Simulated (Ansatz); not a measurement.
## bcc V(110) / bcc Cr(110) interface: transmission and 2AR

Aim: the specific resistance of the bcc V(110) / bcc Cr(110) interface.

Calculated with Ansatz 0.2.0; Ansatz plane-wave DFT, PBE, PAW files; ballistic transport by layer matching (Landauer), zero bias; PAW set soft_1, in the first sound run; inputs show where later runs differ.

Most raw output is cut from this account.

## (1) Set-up

The cell holds 20 atoms: 10 V and 10 Cr. Cell: a = 2.559 Å, b = 2.559 Å, c = 41.862 Å, α = 90.0°, β = 90.0°, γ = 109.5°. It derives from V and Cr. Regions: V, 10 atoms (10 V); Cr, 10 atoms (10 Cr). The structure's axis is c.

## (2) Transmission: PBE

Both metals share one in-plane lattice, the mean of the two, each at its own atomic volume. The two leads are named in the middle of each metal, so that only one of the cell's two interfaces is crossed. The mesh across the current, 50×50, is finer than the density's, because channels open and close sharply across the zone. Energies from -0.27 to 0.27 eV in steps of 0.036 eV cover the slope of the Fermi function at 300 K, so the program can form a conductance.

Contents of input.yaml:

```yaml
crystal:
  lattice:
    - [1.477475, -2.0894651831, 0.0]
    - [1.477475, 2.0894651831, 0.0]
    - [0.0, 0.0, 41.8617830098]
  atoms:
    - { symbol: V, position: [0.0, 0.0, 0.0238881368] }
    - { symbol: V, position: [0.5, 0.5, 0.0774892461] }
    - { symbol: V, position: [0.0, 0.0, 0.1310903554] }
    - { symbol: V, position: [0.5, 0.5, 0.1846914647] }
    - { symbol: V, position: [0.0, 0.0, 0.238292574] }
    - { symbol: V, position: [0.5, 0.5, 0.2918936833] }
    - { symbol: V, position: [0.0, 0.0, 0.3454947926] }
    - { symbol: V, position: [0.5, 0.5, 0.3990959019] }
    - { symbol: V, position: [0.0, 0.0, 0.4526970112] }
    - { symbol: V, position: [0.5, 0.5, 0.5062981204] }
    - { symbol: Cr, position: [0.0, 0.0, 0.5562981204] }
    - { symbol: Cr, position: [0.5, 0.5, 0.6026970112] }
    - { symbol: Cr, position: [0.0, 0.0, 0.6490959019] }
    - { symbol: Cr, position: [0.5, 0.5, 0.6954947926] }
    - { symbol: Cr, position: [0.0, 0.0, 0.7418936833] }
    - { symbol: Cr, position: [0.5, 0.5, 0.788292574] }
    - { symbol: Cr, position: [0.0, 0.0, 0.8346914647] }
    - { symbol: Cr, position: [0.5, 0.5, 0.8810903554] }
    - { symbol: Cr, position: [0.0, 0.0, 0.9274892461] }
    - { symbol: Cr, position: [0.5, 0.5, 0.9738881368] }
kpoints:
  mp_grid: { grid: [15, 15, 1] }
hamiltonian:
  xc: pbe
  pseudopotentials: { kind: paw, azcp: { folder: soft_1 } }
scf:
  occupations: { method: fermi_dirac, width: 0.1 }
output:
  transmission:
    leads: [[4, 5], [14, 15]]
    kmesh: [50, 50]
    e_range: [-0.27, 0.27]
    de: 0.036
  write_potential: true
  write_density: true
  volumetric_format: npy
  elf: true
```

Run with:

```bash
ansatz run input.yaml --threads 4 --pin off --max-ram 15360MiB --backend cpu --events-out ev --progress --plain --runs-dir out
```

Elapsed: 8.8 min, on 4 threads of Arm Neoverse V1, shared host; peak memory 2.4 GiB.

This run has no spin polarisation, although Cr and V can carry a moment.

This step gave:

```
free energy                                                                : -62901.5830 eV
energy at zero smearing                                                    : -62901.1920 eV
Fermi energy                                                               : 17.21 eV
cell area                                                                  : 6.174 Å²
step of the lead's potential                                               : 1.1 meV
ballistic conductance of the lead                                          : 1.91e15 S/m²
estimated errors of the lead's conductance                                 : 0, 1.5, 1.5 % (band edges, k-mesh, distance from neutral)
lead conductance per cell                                                  : 1.521 G₀
step of the upper lead's potential                                         : 4.7 meV
ballistic conductance of the upper lead                                    : 1.16e15 S/m²
conductance of the junction                                                : 6.79e14 S/m²
junction conductance per cell                                              : 0.5410 G₀
estimated errors of the junction's conductance                             : 0.2, 0.4, 3, 3.4, 0.2 % (energy step, band edges, k-mesh, leads' steps, distance from neutral)
area resistance that the stack adds (contact term taken off, spin by spin) : 0.7784 fΩ m²
```

Per spin. Transmission, zone mean against energy, zero at the Fermi level:

```tsv
energy (eV)	transmission, zone mean
-0.270	0.484
-0.234	0.498
-0.198	0.503
-0.162	0.518
-0.126	0.527
-0.090	0.530
-0.054	0.534
-0.018	0.543
0.018	0.550
0.054	0.541
0.090	0.520
0.126	0.502
0.162	0.483
0.198	0.464
0.234	0.456
0.270	0.448
```

Per spin. Table of open channels, zone mean by energy, zero at the Fermi level:

```tsv
energy (eV)	lead	upper lead
-0.270	1.68	0.827
-0.234	1.68	0.836
-0.198	1.66	0.850
-0.162	1.65	0.858
-0.126	1.64	0.859
-0.090	1.60	0.853
-0.054	1.58	0.870
-0.018	1.55	0.905
0.018	1.51	0.939
0.054	1.44	0.950
0.090	1.37	0.986
0.126	1.29	1.01
0.162	1.24	1.02
0.198	1.18	1.07
0.234	1.12	1.17
0.270	1.06	1.29
```

Transmission over k1 and k2. At -0.0180 eV from the Fermi level (the log's summary may quote the solved energy on the other side of it).

Ten even steps from '0' (0.00) to '9' (1.92), each cell a mean:
```
999543410000069999000003555589
886430300000005997000003555556
544442100000000110000003555555
530234113200000000012103555555
443110122431000000023312444444
000002234554000000134201100000
000002445555200000245433300000
000000255676321123355443210000
100000002343146876443100000011
861000000012555789631000000799
998100000005865578830000000899
999500000014887556620000000179
776100000024688764232000000002
000000112344455542356441000000
000002344554210002476554300000
000001322443000000355543420000
111111201342000000144433010111
555555511331000000003420321124
555555510000000000000111144324
555555510000045300000002024455
975555510000399961000003214689
997555510000399996000003545699
```
Columns: k1 (b1) from -0.5 to 0.48; rows upwards: k2 (b2) from -0.5 to 0.48.

Open channels over k1 and k2. At -0.0180 eV from the Fermi level (the log's summary may quote the solved energy on the other side of it).

Values, 12 rows by 16 columns, each cell a mean:
```
2.00 2.00 1.57 1.29 1.00 0.45 1.89 2.00 2.00 2.00 2.55 1.30 1.00 1.87 2.00 2.00
1.97 1.55 1.86 0.79 0.99 0.81 0.51 1.92 2.00 2.00 2.63 1.27 1.00 1.30 1.92 2.00
1.39 0.91 0.90 1.00 0.94 1.81 0.80 0.72 1.17 1.22 1.20 1.06 1.00 1.00 1.04 1.16
0.86 0.79 1.12 1.26 1.08 1.54 1.76 1.07 1.00 1.34 2.00 1.90 1.10 1.29 1.80 1.65
1.87 1.13 0.24 1.06 1.65 1.98 2.19 2.54 2.36 2.16 1.98 1.68 0.99 2.13 2.32 2.17
2.00 2.00 1.91 0.76 1.00 1.28 2.81 3.00 3.00 2.95 1.53 1.00 0.96 2.00 2.00 2.00
2.00 2.00 2.00 1.24 1.05 1.29 2.56 3.00 3.00 2.95 1.88 1.07 0.60 1.29 1.97 2.00
2.15 2.56 2.43 1.07 1.75 2.00 1.98 1.88 2.04 2.10 1.99 1.79 1.84 0.42 0.49 1.21
1.12 1.32 1.18 1.00 1.51 1.88 1.52 1.04 1.00 1.25 1.85 1.00 1.00 1.06 1.07 0.89
1.48 1.30 1.04 1.00 1.00 1.29 1.32 1.44 1.21 0.40 1.46 1.00 0.86 1.16 0.86 1.35
2.00 2.00 1.78 1.04 1.00 2.71 2.08 2.00 2.00 1.46 0.29 1.12 1.01 1.24 1.96 1.94
2.00 2.00 2.00 1.28 1.00 2.20 2.02 2.00 2.00 2.00 1.15 0.90 1.20 1.64 2.00 2.00
```
Columns: k1 (b1) from -0.5 to 0.48; rows upwards: k2 (b2) from -0.5 to 0.48.

Electrostatic potential energy in the ca plane at fractional y = 0.000, with atoms of V and Cr within 0.2 Å of it. With pseudopotentials it is smooth inside the atoms' cores, unlike the true potential.

Ten even steps from '0' (-22 eV) to '9' (19 eV), each cell a mean:
```
00059999998200028999998312138999972221599999
00279999999510159999999621269999984213799999
55799999999865689999999875799999998657999999
88999998999998999998999998999999999989999999
77899998999987899998999987899999999878999999
21489999999731379999999742479999996324899999
00169999998300038999998412148999973111699999
00049999998200028999998323238999971231499999
```
Columns run along c (16.0 Å, from fractional 0.34 to 0.72 of the cell; values clipped at the 3rd and 97th percentile), rows up along a (2.6 Å). Atoms in or near the plane, at fractional coordinates: V at (0.35, 0.00), V at (0.45, 0.00), Cr at (0.56, 0.00), Cr at (0.65, 0.00).

ELF in the ca plane at fractional y = 0.000, with atoms of V and Cr within 0.2 Å of it. It is the smooth field of the valence electrons, not physical close to the nuclei.

Ten even steps from '0' (0.17) to '9' (0.89), each cell a mean:
```
77511432330267620332331268611333303785023232
55202321231045401321231035301212301442022122
11013311133001003321133101013211320000132123
00134211134210124311134311134211342112442123
00024311134100014311134200023211331001332123
34102311231024201321132013102211310231032123
67401322330167620332231157511322302674023232
77611433430377730343340279720333304896113332
```
Columns run along c (16.0 Å, from fractional 0.34 to 0.72 of the cell), rows up along a (2.6 Å). Atoms in or near the plane, at fractional coordinates: V at (0.35, 0.00), V at (0.45, 0.00), Cr at (0.56, 0.00), Cr at (0.65, 0.00).

Valence density in the ca plane at fractional y = 0.000, with atoms of V and Cr within 0.2 Å of it. It is the smooth field of the valence electrons, not physical close to the nuclei.

Ten steps, logarithmic in the rise over the least value, from '0' (0 e/Å³) to '9' (20 e/Å³), each cell a mean:
```
88620000000478740000001489841000015897300000
66410000000256520000000256520000013664100000
22100000000022200000000022200000001221000000
00000000000000000000000001000000000010000000
11000000000011100000000011100000000111000000
45300000000145410000000145410000002453100000
78620000000378730000001478731000015886200000
99730000000589850000001589841000026997300000
```
Columns run along c (16.0 Å, from fractional 0.34 to 0.72 of the cell), rows up along a (2.6 Å). Atoms in or near the plane, at fractional coordinates: V at (0.35, 0.00), V at (0.45, 0.00), Cr at (0.56, 0.00), Cr at (0.65, 0.00).

The larger of the two leads' potential steps is 4.7 meV from period to period, small in itself. The program estimates the junction's conductance to 3 % from the k-mesh, 0.2 % from the leads' distance from neutral and 3.4 % from their steps.

## (3) Resistance: PBE

This step: Ansatz plane-wave DFT, PBE, PAW files; ballistic transport by layer matching (Landauer), zero bias; specific resistance of one interface, 1/T less the mean of the leads' 1/N; PAW set soft_1 (Ansatz 0.2.0).

Numbers from this step:

```
area resistance                                           : 0.7728 fΩ m²
T over the leads' mean channel count                      : 0.4450
twice the interface resistance (2AR, or 2AR* for magnets) : 1.546 fΩ m²
```

Twice the interface resistance is 1.55 fΩ m² here.

By hand, with T and the leads' channels N averaged over the energies near the Fermi level: RA = A (h/2e²)(1/T − ½[1/N₁ + 1/N₂]) = 6.174×10⁻²⁰ m² × 12 906 Ω × (1/0.5421 − ½[1/1.521 + 1/0.9158]) = 0.773 fΩ m².

## (4) Transmission: PBE, coarse mesh, least span asked of the mesh across the current 40 Å

The same cell on a mesh a third as fine shows what a quick run would give. To save time only the energies from -0.06 to 0.06 eV are solved. The mesh is 18×18 and the cutoff, the files' own for this level, 420 eV.

This step: Ansatz plane-wave DFT, PBE, PAW files; ballistic transport by layer matching (Landauer), zero bias; PAW set soft_1 (Ansatz 0.2.0).

input.yaml: that of step 2 with these lines changed.

```diff
@@ -36,5 +36,5 @@
     leads: [[4, 5], [14, 15]]
-    kmesh: [50, 50]
-    e_range: [-0.27, 0.27]
-    de: 0.036
+    kmesh: [18, 18]
+    e_range: [-0.06, 0.06]
+    de: 0.04
   write_potential: true
@@ -42,2 +42 @@
   volumetric_format: npy
-  elf: true
```

The job ended after 1.9 min (4 threads; peak memory 2.4 GiB).

The run finished; it serves as a test, and its numbers are not taken as the result.

## (5) Resistance: PBE, coarse mesh

This step: Ansatz plane-wave DFT, PBE, PAW files; ballistic transport by layer matching (Landauer), zero bias; specific resistance of one interface, 1/T less the mean of the leads' 1/N; PAW set soft_1 (Ansatz 0.2.0).

This step gave:

| Quantity | Value |
| --- | --- |
| area resistance | 0.8148 fΩ m² |
| T over the leads' mean channel count | 0.4343 |
| twice the interface resistance (2AR, or 2AR* for magnets) | 1.630 fΩ m² |

Twice the interface resistance is 1.63 fΩ m² here, against 1.55 in the first run; 43.4 % of the two leads' mean channel count pass, 44.5 % before.

## (6) Transmission: LDA

The functional changes to LDA at the same atoms, which shifts d bands against the Fermi level. To save time only the energies from -0.06 to 0.06 eV are solved. The mesh is 50×50 and the cutoff, the files' own for this level, 420 eV.

This step: Ansatz plane-wave DFT, LDA, PAW files; ballistic transport by layer matching (Landauer), zero bias; PAW set soft_1 (Ansatz 0.2.0).

input.yaml: that of step 4 with these lines changed.

```diff
@@ -29,4 +29,4 @@
 hamiltonian:
-  xc: pbe
-  pseudopotentials: { kind: paw, azcp: { folder: soft_1 } }
+  xc: lda
+  pseudopotentials: { kind: paw, azcp: { folder: soft_1 }, xc_functional: pbe }
 scf:
@@ -36,3 +36,3 @@
     leads: [[4, 5], [14, 15]]
-    kmesh: [18, 18]
+    kmesh: [50, 50]
     e_range: [-0.06, 0.06]
```

It took 3.7 min on 4 threads; peak memory 2.4 GiB; 14 min of CPU time.

Numbers from this step:

```yaml
free_energy: -61833.9287 eV
energy_at_zero_smearing: -61833.5346 eV
fermi_energy: 16.87 eV
step_of_the_lead_s_potential: 1.5 meV
step_of_the_upper_lead_s_potential: 4.6 meV
```

Per spin. Table of transmission, zone mean by energy, zero at the Fermi level:

```tsv
energy (eV)	transmission, zone mean
-0.0600	0.553
-0.0200	0.556
0.0200	0.561
0.0600	0.558
```

Over the solved energies the transmission per spin lies between 0.553 and 0.561, out of 1.54 channels of the lead on average (up to 1.62).

For the transmission per spin nearest the Fermi level, step 2 gave 0.543; this run, with LDA, gives 0.556 (+2 %).

## (7) Resistance: LDA

This step: Ansatz plane-wave DFT, LDA, PAW files; ballistic transport by layer matching (Landauer), zero bias; specific resistance of one interface, 1/T less the mean of the leads' 1/N; PAW set soft_1 (Ansatz 0.2.0).

Numbers from this step:

```
area resistance                                           : 0.7503 fΩ m²
T over the leads' mean channel count                      : 0.4481
twice the interface resistance (2AR, or 2AR* for magnets) : 1.501 fΩ m²
```

Twice the interface resistance is 1.50 fΩ m² here, against 1.55 in the first run; 44.8 % of the two leads' mean channel count pass, 44.5 % before.

## (8) Transmission: r2SCAN, cutoff 500 eV

The same with r2SCAN, the dearer rung. To save time only the energies from -0.06 to 0.06 eV are solved. The mesh is 50×50 and the cutoff, the files' own for this level, 500 eV.

This step: Ansatz plane-wave DFT, r2SCAN, PAW files; ballistic transport by layer matching (Landauer), zero bias; PAW set soft_1 (Ansatz 0.2.0).

input.yaml: that of step 6 with these lines changed.

```diff
@@ -29,4 +29,4 @@
 hamiltonian:
-  xc: lda
-  pseudopotentials: { kind: paw, azcp: { folder: soft_1 }, xc_functional: pbe }
+  xc: r2scan
+  pseudopotentials: { kind: paw, azcp: { folder: soft_1 } }
 scf:
```

Wall time 8 min (4 threads); peak memory 3.3 GiB.

Numbers from this step:

| Item | Value |
| --- | --- |
| free energy | -62994.6687 eV |
| energy at zero smearing | -62994.3022 eV |
| Fermi energy | 17.13 eV |
| step of the lead's potential | 0.4 meV |
| step of the upper lead's potential | 5.2 meV |

Per spin. The transmission, zone mean by energy, zero at the Fermi level:

```tsv
energy (eV)	transmission, zone mean
-0.0600	0.483
-0.0200	0.496
0.0200	0.501
0.0600	0.500
```

Over the solved energies the transmission per spin lies between 0.483 and 0.501, out of 1.48 channels of the lead on average (up to 1.54).

For the transmission per spin nearest the Fermi level, step 2 gave 0.543; this run, with r2SCAN and cutoff 500 eV, gives 0.496 (-9 %).

## (9) Resistance: r2SCAN

This step: Ansatz plane-wave DFT, r2SCAN, PAW files; ballistic transport by layer matching (Landauer), zero bias; specific resistance of one interface, 1/T less the mean of the leads' 1/N; PAW set soft_1 (Ansatz 0.2.0).

This step gave:

* area resistance: 0.8771 fΩ m²
* T over the leads' mean channel count: 0.4233
* twice the interface resistance (2AR, or 2AR* for magnets): 1.754 fΩ m²

Twice the interface resistance is 1.75 fΩ m² here, against 1.55 in the first run; 42.3 % of the two leads' mean channel count pass, 44.5 % before.

[end of part 1 of 2]

[Logs are printed without paths, hosts, clocks, repeated set-up lines and the standing remarks that a program may print on its own settings, such as how far it seeks lower states.]

[Hosts, paths, dates, database ids (printed as entryN), source tags and the programs' standing remarks are cut or masked in the printed files.]
